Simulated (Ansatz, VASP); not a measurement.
One calculation of Cr, two programs

```
Cr
1.0
     2.71400    0.00000    0.00000
    -1.35700    2.35039    0.00000
     0.00000    0.00000    4.41000
Cr
2
Cartesian
  1.3570 0.7835 3.3075
  0.0000 1.5669 1.1025
```

This isn't the form of Cr at room conditions, which is bcc.

Alike in both runs: task single point; functional PBE; k mesh 11 × 11 × 6; occupations fermi-dirac, width 0.05 eV; collinear spin, ferromagnetic start.

```csv
,VASP,Ansatz
version,VASP 6.6.1,Ansatz 0.2.0
potentials or method,"VASP PAW PBE potentials, release 64 (Cr_pv)",Ansatz PAW
plane-wave cutoff (eV),520,420
valence electrons in the cell,24,28
```

|  | VASP | Ansatz | Ansatz less VASP |
| --- | --- | --- | --- |
| gap on the k mesh at the Fermi level (eV) | none | none | - |
| pressure (GPa) | -25.5 | -25.5 | +0.02 |
| largest component of the traceless stress (GPa) | 2.85 | 3.12 | +0.274 |
| net moment per atom (μB) | 0.88 | 0.86 | -0.025 |
| size of the moment on the site where the two differ most (μB) | 0.82 | 0.79 | -0.031 |

Site moments also hang on the region over which each program counts them. A gap of «none» marks a metal or a gap that the smearing closes. The two sets of potentials don't hold the same shells in valence.

Caveats: the moment fell far below its start of 4.5 μB, so a state of higher moment may lie lower in energy (VASP); so large a pressure means that the cell lies far from this level's equilibrium, or that cutoff or potentials fall short (Ansatz).
